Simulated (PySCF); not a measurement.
## Atomic charges by several schemes

Compound: methyl methacrylate, C5H8O2.
Geometry (PBE0-D3(BJ)/def2-TZVP, Å), atoms numbered from 1 in this order:
```xyz
15
C5H8O2 angstrom
C     -1.5754    1.0593   -0.0989
C     -0.6971    0.0641   -0.1754
C     -1.0673   -1.3608   -0.4283
C      0.7402    0.4160    0.0098
O      1.1736    1.5258    0.1801
O      1.5210   -0.6734   -0.0347
C      2.9109   -0.4248    0.1342
H     -2.6374    0.8811   -0.2208
H     -1.2384    2.0715    0.0876
H     -2.1458   -1.4581   -0.5560
H     -0.5724   -1.7432   -1.3240
H     -0.7531   -2.0019    0.3986
H      3.1031    0.0317    1.1061
H      3.3976   -1.3950    0.0652
H      3.2781    0.2446   -0.6448
```

Density: PBE0/pcSseg-2 (PySCF); schemes: Mulliken, IAO, Hirshfeld and ESP-fitted. The structure is a single PBE0-D3(BJ)/def2-TZVP conformer in the gas phase; no vibrational or solvent corrections.

Problem. What partial charge does each atom carry?

Solution. In e:

```
atom                      environment  Mulliken     IAO  Hirshfeld  ESP-fitted
  C1             terminal =CH2 carbon    -0.031  -0.281     -0.080      -0.490
  C2  fully substituted alkene carbon    -0.198  -0.034     -0.008      +0.092
  C3                   allylic carbon    +0.020  -0.437     -0.129      -0.437
  C4            ester carbonyl carbon    +0.545  +0.517     +0.200      +0.683
  O5            ester carbonyl oxygen    -0.438  -0.480     -0.256      -0.543
  O6       ester single-bonded oxygen    -0.382  -0.345     -0.095      -0.227
  C7                   methoxy carbon    +0.137  -0.224     -0.044      -0.384
  H8                 vinylic hydrogen    +0.052  +0.156     +0.056      +0.213
  H9                 vinylic hydrogen    +0.072  +0.177     +0.053      +0.197
 H10                  methyl hydrogen    +0.022  +0.150     +0.049      +0.150
 H11                  methyl hydrogen    +0.034  +0.162     +0.048      +0.119
 H12                  methyl hydrogen    +0.034  +0.163     +0.048      +0.119
 H13                  methyl hydrogen    +0.043  +0.157     +0.051      +0.168
 H14                  methyl hydrogen    +0.048  +0.164     +0.056      +0.169
 H15                  methyl hydrogen    +0.043  +0.157     +0.051      +0.170
```

Mean size of the charges over all atoms: ESP-fitted 0.277 e, IAO 0.240 e, Mulliken 0.140 e, Hirshfeld 0.082 e. Each set sums to the total charge, 0, to within 0.001 e. The Hirshfeld scheme divides the density at each point in proportion to the densities of the neutral, spherically averaged free atoms. The IAO scheme counts the electrons in orthogonalised intrinsic atomic orbitals, a minimal basis polarised so that it spans the occupied orbitals exactly.

Lowest charge. All schemes agree: Mulliken O5 (-0.438); IAO O5 (-0.480); Hirshfeld O5 (-0.256); ESP-fitted O5 (-0.543).

Highest charge. All schemes agree: Mulliken C4 (+0.545); IAO C4 (+0.517); Hirshfeld C4 (+0.200); ESP-fitted C4 (+0.683).

Problem. How closely do the schemes follow one another over all atoms?

Solution. Correlation coefficient and root-mean-square difference: IAO with Hirshfeld 0.96, 0.179 e; IAO with ESP-fitted 0.96, 0.096 e; Hirshfeld with ESP-fitted 0.93, 0.235 e; Mulliken with Hirshfeld 0.80, 0.148 e; Mulliken with IAO 0.73, 0.190 e; Mulliken with ESP-fitted 0.64, 0.251 e.

Problem. How many electrons does the ESP-fitted scheme count on C3?

Solution. Z − q = 6 − (-0.437) = 6.437.

Problem. Sum the charges by element.

Solution. 
| element | atoms | Mulliken | IAO | Hirshfeld | ESP-fitted |
| --- | --- | --- | --- | --- | --- |
| C | 5 | +0.474 | -0.460 | -0.061 | -0.536 |
| O | 2 | -0.820 | -0.826 | -0.351 | -0.770 |
| H | 8 | +0.346 | +1.286 | +0.412 | +1.306 |
